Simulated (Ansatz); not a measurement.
# B3N2: from a guess to a relaxed structure, part 2 of 3

The task: take a trial cell of B3N2 to zero force and stress.

Ansatz 0.2.0; DFT PBE, scalar-relativistic, plane waves, PAW. The steps go on from the part before.

### Step 4. Coarse relaxation

input.yaml

```yaml
crystal:
  lattice:
    - [3.70609983, 0.0, 0.0]
    - [0.0, 3.70609983, 0.0]
    - [0.0, 0.0, 3.70609983]
  atoms:
    - { symbol: B, position: [0.0, 0.5, 0.5] }
    - { symbol: B, position: [0.5, 0.0, 0.5] }
    - { symbol: B, position: [0.5, 0.5, 0.0] }
    - { symbol: "N", position: [0.0, 0.0, 0.0] }
    - { symbol: "N", position: [0.5, 0.5, 0.5] }
basis:
  ecutwfc: 420
kpoints:
  mp_grid: { grid: [6, 6, 6] }
hamiltonian:
  xc: pbe
scf:
  occupations: { method: gaussian, width: 0.1 }
  lower_state_search: "off"
output:
  forces: true
  stress: true
  eigenvalues: true
relax:
  adjacent_minimum: "off"
  f_tol: 0.04
  max_steps: 70
  cell: { stress_tol: 0.4 }
```

On the command line:

```sh
$ ansatz run input.yaml --threads 1 --pin off --max-ram 2048MiB --backend cpu --events-out ev --progress --plain --runs-dir out
```

Log:

```text
Warning: RAYON_NUM_THREADS=1 ignored (pool sized by the plan → 1); use --threads N
Engine: ansatz 0.2.0, aarch64-unknown-linux-gnu
[... 4 set-up lines as earlier in the session ...]
  parameter kappa = 0.804
  parameter beta = 0.06672455060314922
  exchange = pbe_x(kappa = kappa, mu = beta*pi^2/3)
  correlation = pbe_c(beta = beta)
Crystal: 5 atoms, lattice volume = 50.904 Å³
Basis set: ecut = 420 eV, 1021 PW (Γ), exchange–correlation on 50×50×50 points (8 copies of the dense FFT grid, shifted against one another)
Bands: 15, of which v1, the nominal top of the filled ones, is band 10 counted from 1 (9 counted from 0)
[... 2 set-up lines as earlier in the session ...]
k-points: 20 of 216
Non-local potential: B, projectors of the file, l = 0: 2, l = 1: 2, l = 2: 1
Non-local potential: N, projectors of the file, l = 0: 2, l = 1: 2, l = 2: 1
PAW form: soft (Blöchl's): semilocal exchange-correlation on the pseudo side does not see the compensation charge
PAW one-centre angular grid: B, 110 points (default); XC on 64 Gauss nodes
PAW one-centre angular grid: N, 110 points (default); XC on 64 Gauss nodes
Initial density: superposition of atomic densities (neutral atoms: chi_scale 0, normalization atom), corrected by the library's trained network
Initial wavefunctions: pseudopotential atomic-orbital guess
Functional: x = pbe(κ = 0.804, μ = 0.2195149727645171), c = pbe(β = 0.06672455060314922)
SCF iter   1: F=—  HF=-1222.030040 eV  |F-HF|=—  |Δ(HF+E_count)|=         —  Δρ=1.78e-2  dr2=2.62e-1  ethr=1.77e-3  ⟨swp⟩=4.5  Hψ=1390  notcnv=0
preconditioner: auto → none  [metal: Δε(μ)=0.009 eV  Ē_g=9.112 eV  σ=0.100 eV  W_gap=0.05  n_scr=6 (ndim 8)  ℏωp=22.7 eV  f_vac=0.000  D(μ)=6.13/eV (n_scr^D=80)  sad-step TF]
SCF iter   2: F=—  HF=-1222.012648 eV  |F-HF|=—  |Δ(HF+E_count)|=   1.74e-2  Δρ=1.26e-2  dr2=1.37e-1  ethr=1.38e-3  ⟨swp⟩=1.0  Hψ=460  notcnv=0
SCF iter   3: F=—  HF=-1221.995762 eV  |F-HF|=—  |Δ(HF+E_count)|=   1.69e-2  Δρ=1.99e-3  dr2=1.68e-3  ethr=7.21e-4  ⟨swp⟩=2.0  Hψ=353  notcnv=0
SCF iter   4: F=—  HF=-1221.995564 eV  |F-HF|=—  |Δ(HF+E_count)|=   1.98e-4  Δρ=3.53e-4  dr2=1.58e-5  ethr=8.82e-6  ⟨swp⟩=2.1  Hψ=430  notcnv=0  defer=2
SCF iter   5: F=—  HF=-1221.995613 eV  |F-HF|=—  |Δ(HF+E_count)|=   4.89e-5  Δρ=4.10e-5  dr2=4.96e-7  ethr=8.30e-8  ⟨swp⟩=2.0  Hψ=478  notcnv=0  defer=14
SCF iter   6: F=-1221.995613 eV  HF=-1221.995613 eV  |F-HF|=5.19e-10  |Δ(HF+E_count)|=   6.71e-7  Δρ=3.18e-6  dr2=3.28e-9  ethr=5.26e-10  ⟨swp⟩=6.8  Hψ=1441  notcnv=0
SCF 1 converged in 6 iterations: F = -1221.995613 eV  dr2 = 3.28e-9
relax step   1: F+E_penalty+E_count = -1221.99561334 eV  Δ(F+E_penalty+E_count) = +0.000e0 eV  max|allowed force component| = 2.661e-29 eV/Å  Δτ_max = 0.0000 Å  P = -28.750 GPa  Ω = 50.904 Å³  (6 SCF iters, dr2 threshold 1.00e-7 eV, accepted)
Crystal: 5 atoms, lattice volume = 43.816 Å³
Basis set: ecut = 420 eV, 847 PW (Γ), exchange–correlation on 50×50×50 points (8 copies of the dense FFT grid, shifted against one another)
Initial density: handed on by an earlier stage of this run
Initial wavefunctions: those handed on with the density
iter 1 solved again at ethr=3.68e-4 eV; its pass at ethr=3.10e-3 eV (dr2=7.00e-2 eV) is discarded
SCF iter   1: F=—  HF=-1223.147587 eV  |F-HF|=—  |Δ(HF+E_count)|=         —  Δρ=1.07e-2  dr2=7.12e-2  ethr=3.68e-4  ⟨swp⟩=1.0  Hψ=2085  notcnv=0
preconditioner: auto → none  [insulator: Δε(μ)=0.168 eV  Ē_g=10.174 eV  σ=0.100 eV  W_gap=0.77  n_scr=6 (ndim 8)  ℏωp=24.5 eV  f_vac=0.000  D(μ)=1.78/eV (n_scr^D=18)  ε∞_Penn≈6.8]
SCF iter   2: F=—  HF=-1223.132759 eV  |F-HF|=—  |Δ(HF+E_count)|=   1.48e-2  Δρ=3.31e-3  dr2=5.02e-3  ethr=3.68e-4  ⟨swp⟩=2.2  Hψ=489  notcnv=0
SCF iter   3: F=—  HF=-1223.131923 eV  |F-HF|=—  |Δ(HF+E_count)|=   8.36e-4  Δρ=8.90e-4  dr2=2.51e-4  ethr=2.64e-5  ⟨swp⟩=2.0  Hψ=395  notcnv=0
SCF iter   4: F=—  HF=-1223.131971 eV  |F-HF|=—  |Δ(HF+E_count)|=   4.76e-5  Δρ=1.19e-4  dr2=3.57e-6  ethr=1.32e-6  ⟨swp⟩=2.2  Hψ=447  notcnv=0
iter 5 did not close the SCF: its close was put off for the readings that it lacked (scf_convergence_deferred on its scf_iter line)
SCF iter   5: F=-1223.131972 eV  HF=-1223.131972 eV  |F-HF|=2.62e-9  |Δ(HF+E_count)|=   1.80e-6  Δρ=5.79e-6  dr2=7.04e-9  ethr=1.88e-8  ⟨swp⟩=2.1  Hψ=497  notcnv=0
SCF iter   6: F=-1223.131972 eV  HF=-1223.131972 eV  |F-HF|=1.08e-10  |Δ(HF+E_count)|=   4.53e-9  Δρ=9.64e-7  dr2=1.87e-10  ethr=3.70e-11  ⟨swp⟩=1.2  Hψ=887  notcnv=0
SCF 2 converged in 6 iterations: F = -1223.131972 eV  dr2 = 1.87e-10
relax step   2: F+E_penalty+E_count = -1223.13197232 eV  Δ(F+E_penalty+E_count) = -1.136e0 eV  max|allowed force component| = 9.138e-31 eV/Å  Δτ_max = 0.0000 Å  P = -19.712 GPa  Ω = 43.816 Å³  energy of the carried Pulay correction = +1.948e-2 eV  (6 SCF iters, dr2 threshold 5.00e-7 eV, accepted)
Crystal: 5 atoms, lattice volume = 37.419 Å³
Basis set: ecut = 420 eV, 739 PW (Γ), exchange–correlation on 50×50×50 points (8 copies of the dense FFT grid, shifted against one another)
iter 1 solved again at ethr=8.28e-4 eV; its pass at ethr=3.10e-3 eV (dr2=1.57e-1 eV) is discarded
SCF iter   1: F=—  HF=-1223.594185 eV  |F-HF|=—  |Δ(HF+E_count)|=         —  Δρ=1.72e-2  dr2=1.59e-1  ethr=8.28e-4  ⟨swp⟩=1.0  Hψ=2095  notcnv=0
preconditioner: auto → none  [metal: Δε(μ)=0.047 eV  Ē_g=11.409 eV  σ=0.100 eV  W_gap=0.26  n_scr=6 (ndim 8)  ℏωp=26.5 eV  f_vac=0.000  D(μ)=2.90/eV (n_scr^D=26)]
SCF iter   2: F=—  HF=-1223.557956 eV  |F-HF|=—  |Δ(HF+E_count)|=   3.62e-2  Δρ=5.18e-3  dr2=1.04e-2  ethr=8.28e-4  ⟨swp⟩=2.0  Hψ=549  notcnv=0
SCF iter   3: F=—  HF=-1223.555654 eV  |F-HF|=—  |Δ(HF+E_count)|=   2.30e-3  Δρ=1.62e-3  dr2=9.42e-4  ethr=5.50e-5  ⟨swp⟩=1.6  Hψ=364  notcnv=0
SCF iter   4: F=—  HF=-1223.555542 eV  |F-HF|=—  |Δ(HF+E_count)|=   1.13e-4  Δρ=2.02e-4  dr2=1.02e-5  ethr=4.96e-6  ⟨swp⟩=2.5  Hψ=445  notcnv=0
SCF iter   5: F=—  HF=-1223.555527 eV  |F-HF|=—  |Δ(HF+E_count)|=   1.43e-5  Δρ=3.70e-5  dr2=5.78e-7  ethr=5.36e-8  ⟨swp⟩=2.4  Hψ=478  notcnv=0
SCF iter   6: F=-1223.555527 eV  HF=-1223.555527 eV  |F-HF|=1.48e-8  |Δ(HF+E_count)|=   1.30e-7  Δρ=6.48e-6  dr2=1.78e-8  ethr=2.63e-9  ⟨swp⟩=5.5  Hψ=1331  notcnv=0
SCF 3 converged in 6 iterations: F = -1223.555527 eV  dr2 = 1.78e-8
relax step   3: F+E_penalty+E_count = -1223.55552721 eV  Δ(F+E_penalty+E_count) = -4.236e-1 eV  max|allowed force component| = 5.522e-31 eV/Å  Δτ_max = 0.0000 Å  P = +1.661 GPa  Ω = 37.419 Å³  energy of the carried Pulay correction = +3.975e-2 eV  (6 SCF iters, dr2 threshold 5.00e-7 eV, accepted)
Crystal: 5 atoms, lattice volume = 37.848 Å³
iter 1 solved again at ethr=6.54e-6 eV; its pass at ethr=3.10e-3 eV (dr2=1.24e-3 eV) is discarded
SCF iter   1: F=—  HF=-1223.556431 eV  |F-HF|=—  |Δ(HF+E_count)|=         —  Δρ=1.40e-3  dr2=1.19e-3  ethr=6.54e-6  ⟨swp⟩=1.0  Hψ=1674  notcnv=0
preconditioner: auto → none  [metal: Δε(μ)=0.074 eV  Ē_g=11.266 eV  σ=0.100 eV  W_gap=0.38  n_scr=6 (ndim 8)  ℏωp=26.3 eV  f_vac=0.000  D(μ)=2.67/eV (n_scr^D=26)]
SCF iter   2: F=—  HF=-1223.556187 eV  |F-HF|=—  |Δ(HF+E_count)|=   2.44e-4  Δρ=4.65e-4  dr2=1.03e-4  ethr=6.27e-6  ⟨swp⟩=2.5  Hψ=425  notcnv=0
SCF iter   3: F=—  HF=-1223.556148 eV  |F-HF|=—  |Δ(HF+E_count)|=   3.91e-5  Δρ=1.18e-4  dr2=6.30e-6  ethr=5.43e-7  ⟨swp⟩=1.8  Hψ=354  notcnv=0
iter 4 did not close the SCF: its close was put off for the readings that it lacked (scf_convergence_deferred on its scf_iter line)
SCF iter   4: F=-1223.556148 eV  HF=-1223.556148 eV  |F-HF|=1.61e-9  |Δ(HF+E_count)|=   7.91e-7  Δρ=1.92e-5  dr2=8.02e-8  ethr=3.31e-8  ⟨swp⟩=2.6  Hψ=456  notcnv=0
iter 5 did not close the SCF: its close was put off for the readings that it lacked (scf_convergence_deferred on its scf_iter line)
SCF iter   5: F=-1223.556148 eV  HF=-1223.556148 eV  |F-HF|=1.69e-9  |Δ(HF+E_count)|=   3.65e-8  Δρ=2.57e-6  dr2=2.39e-9  ethr=4.22e-10  ⟨swp⟩=2.4  Hψ=470  notcnv=0
SCF iter   6: F=-1223.556148 eV  HF=-1223.556148 eV  |F-HF|=4.62e-11  |Δ(HF+E_count)|=  3.73e-11  Δρ=4.17e-7  dr2=6.29e-11  ethr=1.26e-11  ⟨swp⟩=1.4  Hψ=854  notcnv=0
SCF 4 converged in 6 iterations: F = -1223.556148 eV  dr2 = 6.29e-11
relax step   4: F+E_penalty+E_count = -1223.55614759 eV  Δ(F+E_penalty+E_count) = -6.204e-4 eV  max|allowed force component| = 4.996e-30 eV/Å  Δτ_max = 0.0000 Å  P = -0.108 GPa  Ω = 37.848 Å³  energy of the carried Pulay correction = +3.830e-2 eV  (6 SCF iters, dr2 threshold 5.00e-7 eV, accepted)
Basis set: ecut = 420 eV, 739 PW (Γ), exchange–correlation on 48×48×48 points (8 copies of the dense FFT grid, shifted against one another)
Initial wavefunctions: pseudopotential atomic-orbital guess (no wavefunctions were taken with the density)
iter 1 solved again at ethr=1.13e-7 eV; its pass at ethr=3.10e-3 eV (dr2=2.15e-5 eV) is discarded
SCF iter   1: F=—  HF=-1223.543822 eV  |F-HF|=—  |Δ(HF+E_count)|=         —  Δρ=6.70e-4  dr2=2.11e-5  ethr=1.13e-7  ⟨swp⟩=3.1  Hψ=2272  notcnv=0
preconditioner: auto → none  [metal: Δε(μ)=0.072 eV  Ē_g=11.269 eV  σ=0.100 eV  W_gap=0.37  n_scr=6 (ndim 8)  ℏωp=26.3 eV  f_vac=0.000  D(μ)=2.67/eV (n_scr^D=26)]
SCF iter   2: F=—  HF=-1223.543904 eV  |F-HF|=—  |Δ(HF+E_count)|=   8.25e-5  Δρ=3.27e-4  dr2=4.43e-6  ethr=1.11e-7  ⟨swp⟩=2.1  Hψ=488  notcnv=0
SCF iter   3: F=—  HF=-1223.543924 eV  |F-HF|=—  |Δ(HF+E_count)|=   1.94e-5  Δρ=4.21e-5  dr2=2.79e-7  ethr=2.33e-8  ⟨swp⟩=2.0  Hψ=488  notcnv=0
SCF iter   4: F=—  HF=-1223.543922 eV  |F-HF|=—  |Δ(HF+E_count)|=   1.97e-6  Δρ=7.52e-6  dr2=7.77e-9  ethr=1.47e-9  ⟨swp⟩=2.1  Hψ=465  notcnv=0
iter 5 did not close the SCF: its close was put off for the readings that it lacked (scf_convergence_deferred on its scf_iter line)
SCF iter   5: F=-1223.543922 eV  HF=-1223.543922 eV  |F-HF|=8.19e-12  |Δ(HF+E_count)|=   7.02e-9  Δρ=1.01e-6  dr2=1.91e-10  ethr=4.09e-11  ⟨swp⟩=2.4  Hψ=498  notcnv=0
SCF iter   6: F=-1223.543922 eV  HF=-1223.543922 eV  |F-HF|=2.27e-13  |Δ(HF+E_count)|=  6.30e-11  Δρ=6.43e-8  dr2=6.25e-13  ethr=1.01e-12  ⟨swp⟩=1.8  Hψ=896  notcnv=0
SCF 5 converged in 6 iterations: F = -1223.543922 eV  dr2 = 6.25e-13
relax step   5: F+E_penalty+E_count = -1223.54392186 eV  Δ(F+E_penalty+E_count) = +1.223e-2 eV  max|allowed force component| = 1.225e-29 eV/Å  Δτ_max = 0.0000 Å  P = -0.604 GPa  Ω = 37.848 Å³  stress off target by 6.04e-1 GPa  SCF on the basis re-selected at this cell (its energy is not comparable with the rows above)  (6 SCF iters)
basis re-selected at this cell: Δ(F+E_penalty+E_count) = +1.223e-2 eV, ΔP = -0.496 GPa vs the last step (what re-selecting the basis moved, of the pressure what is left beyond the Pulay correction that the steps carried, after the strain that the cell walked since its last selection, with what the two solves' SCF thresholds leave and, on support functions, any second-order correction that the steps lacked; it is no measure of the basis error at this ecutwfc). The dense FFT grid was sized anew with the basis: this SCF ran on 24×24×24 points, the steps before it on 25×25×25, so part of this shift can come from that change (see relax.cell in the input reference). This SCF's stress stands 6.04e-1 GPa from its target on what of the cell is left free (relax.cell.stress_tol is 4.00e-1 GPa) and its largest allowed force component is 1.23e-29 eV/Å (relax.f_tol is 4.00e-2 eV/Å): not within both, so this SCF does not close the relaxation
Crystal: 5 atoms, lattice volume = 37.700 Å³
iter 1 solved again at ethr=7.76e-7 eV; its pass at ethr=3.10e-3 eV (dr2=1.47e-4 eV) is discarded
SCF iter   1: F=—  HF=-1223.544775 eV  |F-HF|=—  |Δ(HF+E_count)|=         —  Δρ=4.79e-4  dr2=1.38e-4  ethr=7.76e-7  ⟨swp⟩=1.0  Hψ=1615  notcnv=0
preconditioner: auto → none  [metal: Δε(μ)=0.068 eV  Ē_g=11.302 eV  σ=0.100 eV  W_gap=0.36  n_scr=6 (ndim 8)  ℏωp=26.4 eV  f_vac=0.000  D(μ)=2.76/eV (n_scr^D=26)]
SCF iter   2: F=—  HF=-1223.544778 eV  |F-HF|=—  |Δ(HF+E_count)|=   3.11e-6  Δρ=1.57e-4  dr2=1.16e-5  ethr=7.26e-7  ⟨swp⟩=2.4  Hψ=424  notcnv=0
SCF iter   3: F=—  HF=-1223.544775 eV  |F-HF|=—  |Δ(HF+E_count)|=   2.52e-6  Δρ=4.15e-5  dr2=7.72e-7  ethr=6.13e-8  ⟨swp⟩=1.6  Hψ=360  notcnv=0
iter 4 did not close the SCF: its close was put off for the readings that it lacked (scf_convergence_deferred on its scf_iter line)
SCF iter   4: F=-1223.544775 eV  HF=-1223.544775 eV  |F-HF|=3.07e-11  |Δ(HF+E_count)|=   9.56e-8  Δρ=6.32e-6  dr2=9.01e-9  ethr=4.06e-9  ⟨swp⟩=2.7  Hψ=462  notcnv=0
iter 5 did not close the SCF: its close was put off for the readings that it lacked (scf_convergence_deferred on its scf_iter line)
SCF iter   5: F=-1223.544775 eV  HF=-1223.544775 eV  |F-HF|=2.02e-10  |Δ(HF+E_count)|=   3.94e-9  Δρ=8.38e-7  dr2=2.73e-10  ethr=4.74e-11  ⟨swp⟩=2.4  Hψ=476  notcnv=0
SCF iter   6: F=-1223.544775 eV  HF=-1223.544775 eV  |F-HF|=4.77e-12  |Δ(HF+E_count)|=  3.59e-11  Δρ=1.37e-7  dr2=7.26e-12  ethr=1.44e-12  ⟨swp⟩=1.0  Hψ=837  notcnv=0
SCF 6 converged in 6 iterations: F = -1223.544775 eV  dr2 = 7.26e-12
relax step   6: F+E_penalty+E_count = -1223.54477505 eV  Δ(F+E_penalty+E_count) = -8.532e-4 eV  max|allowed force component| = 2.840e-30 eV/Å  Δτ_max = 0.0000 Å  P = +0.016 GPa  Ω = 37.700 Å³  energy of the carried Pulay correction = +5.817e-4 eV  (6 SCF iters, dr2 threshold 5.00e-7 eV, accepted)
iter 1 solved again at ethr=1.38e-8 eV; its pass at ethr=3.10e-3 eV (dr2=2.62e-6 eV) is discarded
SCF iter   1: F=—  HF=-1223.544153 eV  |F-HF|=—  |Δ(HF+E_count)|=         —  Δρ=2.38e-5  dr2=3.23e-8  ethr=1.38e-8  ⟨swp⟩=3.2  Hψ=2346  notcnv=0
preconditioner: auto → none  [metal: Δε(μ)=0.069 eV  Ē_g=11.301 eV  σ=0.100 eV  W_gap=0.37  n_scr=6 (ndim 8)  ℏωp=26.4 eV  f_vac=0.000  D(μ)=2.76/eV (n_scr^D=26)]
SCF iter   2: F=—  HF=-1223.544185 eV  |F-HF|=—  |Δ(HF+E_count)|=   3.16e-5  Δρ=1.19e-5  dr2=6.57e-9  ethr=1.70e-10  ⟨swp⟩=2.0  Hψ=490  notcnv=0
iter 3 did not close the SCF: its close was put off for the readings that it lacked (scf_convergence_deferred on its scf_iter line)
SCF iter   3: F=-1223.544185 eV  HF=-1223.544185 eV  |F-HF|=9.50e-11  |Δ(HF+E_count)|=   2.13e-8  Δρ=1.93e-6  dr2=5.29e-10  ethr=3.46e-11  ⟨swp⟩=2.1  Hψ=459  notcnv=0
iter 4 did not close the SCF: its close was put off for the readings that it lacked (scf_convergence_deferred on its scf_iter line)
SCF iter   4: F=-1223.544185 eV  HF=-1223.544185 eV  |F-HF|=6.14e-12  |Δ(HF+E_count)|=  3.83e-10  Δρ=2.95e-7  dr2=1.22e-11  ethr=2.79e-12  ⟨swp⟩=2.0  Hψ=466  notcnv=0
iter 5 did not close the SCF: its close was put off for the readings that it lacked (scf_convergence_deferred on its scf_iter line)
SCF iter   5: F=-1223.544185 eV  HF=-1223.544185 eV  |F-HF|=0.00e0  |Δ(HF+E_count)|=  9.55e-12  Δρ=6.01e-8  dr2=6.54e-13  ethr=1.00e-12  ⟨swp⟩=1.0  Hψ=300  notcnv=0
iter 6 did not close the SCF: its close was put off for the readings that it lacked (scf_convergence_deferred on its scf_iter line)
SCF iter   6: F=-1223.544185 eV  HF=-1223.544185 eV  |F-HF|=0.00e0  |Δ(HF+E_count)|=    0.00e0  Δρ=3.49e-9  dr2=1.76e-15  ethr=1.00e-12  ⟨swp⟩=1.0  Hψ=300  notcnv=0
SCF iter   7: F=-1223.544185 eV  HF=-1223.544185 eV  |F-HF|=2.27e-13  |Δ(HF+E_count)|=    0.00e0  Δρ=8.88e-10  dr2=1.65e-16  ethr=1.00e-12  ⟨swp⟩=1.0  Hψ=680  notcnv=0
SCF 7 converged in 7 iterations: F = -1223.544185 eV  dr2 = 1.65e-16
relax step   7: F+E_penalty+E_count = -1223.54418487 eV  Δ(F+E_penalty+E_count) = +5.902e-4 eV  max|allowed force component| = 1.170e-30 eV/Å  Δτ_max = 0.0000 Å  P = -0.001 GPa  Ω = 37.700 Å³  stress off target by 8.70e-4 GPa  SCF on the basis re-selected at this cell (its energy is not comparable with the rows above)  (7 SCF iters)
basis re-selected at this cell: Δ(F+E_penalty+E_count) = +5.902e-4 eV, ΔP = -0.017 GPa vs the last step (what re-selecting the basis moved, of the pressure what is left beyond the Pulay correction that the steps carried, after the strain that the cell walked since its last selection, with what the two solves' SCF thresholds leave and, on support functions, any second-order correction that the steps lacked; it is no measure of the basis error at this ecutwfc). This SCF's stress stands 8.70e-4 GPa from its target on what of the cell is left free (relax.cell.stress_tol is 4.00e-1 GPa) and its largest allowed force component is 1.17e-30 eV/Å (relax.f_tol is 4.00e-2 eV/Å): within both
SCF converged after 7 iterations
Free energy (F): -1223.544185 eV
Harris-Foulkes:  -1223.544185 eV  (|F-HF|=2.27e-13)
Internal energy: -1223.530362 eV  (E = F + TS)
E sigma→0 (E₀):  -1223.537273 eV
Entropy (-TS):   -0.013823 eV (-2.765 meV/atom)
Fermi energy:    10.432983 eV
--- Per-component energies (eV) ---
  E_band       = 34.563327
  E_kinetic    = 378.579737
  E_local      = -394.554462  (includes V_loc(G=0)·N_el)
  E_nonlocal   = 134.589232
  E_hartree    = 108.731249
  E_xc         = -209.841401
  E_vxc        = -258.613461  (∫ρ·V_xc dr)
  E_paw        = -487.182531  (= ΣΔE_a)
  E_vpaw       = -42.900387  (= ΣTr[D̂ρ^β])
  E_aug_tail   = 0.000169  (compensation charges beyond the density's cutoff)
  E_ewald      = -753.852355
  E_smearing   = -0.013823  (= −TS)
  E_closure    = -0.000000  (closes the sum)
  Σ components = -1223.544185   (vs F -1223.544185, Δ=0.00e0)
--- Forces (eV/Å), atoms counted from 1 ---
  atom   1  B     -0.00000000     0.00000000     0.00000000
  atom   2  B     -0.00000000     0.00000000     0.00000000
  atom   3  B      0.00000000     0.00000000     0.00000000
  atom   4  N     -0.00000000     0.00000000     0.00000000
  atom   5  N     -0.00000000     0.00000000     0.00000000
  max |Σ_I F_I| component: 2.04e-30 eV/Å
--- Stress (GPa, compression-positive) ---
       -0.000870       0.000000      -0.000000
        0.000000      -0.000870       0.000000
       -0.000000       0.000000      -0.000870
  P = ⅓ Tr σ = -0.0009 GPa (-0.009 kbar)
--- Band table (eV; the first three rows and the last of 20) ---
  k-point 0: bands = ["-10.8684", "-3.7751", "-0.1350", "-0.1350", "-0.1350", "7.6912", "7.6912", "7.6912", "7.9453", "7.9453", "8.9688", "13.9706", "13.9706", "13.9706", "16.1193"]
  k-point 1: bands = ["-10.7288", "-4.2020", "-0.0566", "0.0145", "0.0145", "6.1223", "7.5321", "7.5321", "8.1645", "9.1959", "10.3842", "13.2743", "13.4343", "13.4343", "15.6488"]
  k-point 2: bands = ["-10.4065", "-5.0520", "0.2390", "0.3509", "0.3509", "4.5947", "7.0715", "7.0715", "8.7736", "11.6201", "11.8946", "12.1170", "13.0309", "13.0309", "14.5897"]
  k-point 19: bands = ["-9.6679", "-3.2872", "-0.5793", "-0.5793", "-0.5793", "3.0328", "3.0328", "3.0328", "13.5682", "13.5682", "13.5682", "14.6609", "14.6609", "14.6609", "15.6246"]
--- Relaxed structure (5 steps of the walk, 5 accepted, 2 SCFs on fresh bases) ---
  F+E_penalty+E_count = -1223.54418487 eV   max|allowed force component| = 1.170e-30 eV/Å   (the final SCF, on the basis selected at the relaxed cell)
  cell:  # Å, volume = 37.7004 Å³
    - [3.353116667338512, 3.5308715647099327e-34, 1.5407439555097885e-33]
    - [3.530871564709932e-34, 3.353116667338512, 0.0]
    - [1.0271626370065257e-33, 0.0, 3.353116667338512]
  atoms:
    - { symbol: B, position: [2.1271615986191968e-33, 0.5, 0.5] }
    - { symbol: B, position: [0.5, -1.364986432990163e-33, 0.5] }
    - { symbol: B, position: [0.5, 0.5, -2.0786595426245427e-35] }
    - { symbol: N, position: [-1.9608688352091868e-33, 5.0580715537199305e-34, -2.2865254968871056e-34] }
    - { symbol: N, position: [0.5, 0.5, 0.5] }
```

Wall time 7.9 s (1 thread of Arm Neoverse V1, shared host); peak memory 0.29 GiB.

The steps of the relaxation:

```csv
step,E - E(step 1) (eV/cell),largest force component (eV/Å),pressure (GPa),volume (Å³)
1,0.0000,0.0000,-28.75,50.90
2,-1.1364,0.0000,-19.71,43.82
3,-1.5599,0.0000,1.66,37.42
4,-1.5605,0.0000,-0.11,37.85
5,-1.5483,0.0000,-0.60,37.85
6,-1.5492,0.0000,0.02,37.70
7,-1.5486,0.0000,0.00,37.70
```

Step 1 is the start. Steps 5, 7 each repeat the geometry before them on a plane-wave basis chosen anew, so the energy can jump there without any move.

|  | before | after | change |
| --- | --- | --- | --- |
| a (Å) | 3.706 | 3.353 | -9.5 % |
| b (Å) | 3.706 | 3.353 | -9.5 % |
| c (Å) | 3.706 | 3.353 | -9.5 % |
| volume (Å³/atom) | 10.18 | 7.54 | -25.9 % |
| shortest distance (Å) | 1.853 | 1.677 | -9.5 % |
| space group (0.01 Å) | Pm-3m | Pm-3m | same |

Forces and stress were held to the start's 48 operations: a distortion of lower symmetry was not tested.

### Step 5. Spin check on a coarse mesh

input.yaml

```yaml
crystal:
  lattice:
    - [3.3531166673, 0.0, 0.0]
    - [0.0, 3.3531166673, 0.0]
    - [0.0, 0.0, 3.3531166673]
  atoms:
    - { symbol: B, position: [0.0, 0.5, 0.5] }
    - { symbol: B, position: [0.5, 0.0, 0.5] }
    - { symbol: B, position: [0.5, 0.5, 0.0] }
    - { symbol: "N", position: [0.0, 0.0, 0.0], spin: 1.0 }
    - { symbol: "N", position: [0.5, 0.5, 0.5], spin: 1.0 }
basis:
  ecutwfc: 420
kpoints:
  mp_grid: { grid: [6, 6, 6] }
hamiltonian:
  xc: pbe
scf:
  occupations: { method: gaussian, width: 0.1 }
  lower_state_search: "off"
output:
  forces: true
  stress: true
  eigenvalues: true
  populations: true
magnetization:
  spin_polarized: true
```

On the command line:

```sh
$ ansatz run input.yaml --threads 1 --pin off --max-ram 2048MiB --backend cpu --events-out ev --progress --plain --runs-dir out
```

Log, cut to the lines that bear on the results:

```text
[...]
SCF converged after 17 iterations
Magnetization: 0.0000 μB (9.5000 up, 9.5000 down)
Absolute magnetization: 0.0000 μB (∫|ρ↑−ρ↓|, with the PAW one-centre terms)
Spin contamination: 0.0000 ħ² per cell (⟨S²⟩ above its minimum at these occupations)
[...]
  k-point 0 ↑: bands = ["-10.8684", "-3.7751", "-0.1350", "-0.1350", "-0.1350", "7.6912", "7.6912", "7.6912", "7.9453", "7.9453", "8.9688", "13.9706", "13.9706", "13.9706", "16.1192", "16.1192"]
[...]
--- Löwdin populations: 5 sites ---
  site symbol       q [e]    m [muB]
     0      B      2.7604     0.0000
     1      B      2.7604     0.0000
     2      B      2.7604     0.0000
     3      N      5.4214     0.0000
     4      N      5.1815     0.0000
  spilling = 0.006089 (of n_electrons = 19.000000)
```

Run time: 3.4 s. Hardware: 1 thread of Arm Neoverse V1, shared host; peak memory 0.27 GiB.

By site:

```csv
atom,Löwdin electrons
B1,2.76
B2,2.76
B3,2.76
N4,5.42
N5,5.18
```

The same cell is solved with trial moments on N. The largest site moment that stays is 0.00 μB and the cell's total 0.00 μB. The workflow keeps spin only above 0.25 μB on a site, so the next run goes without spin.

[end of part 2 of 3]
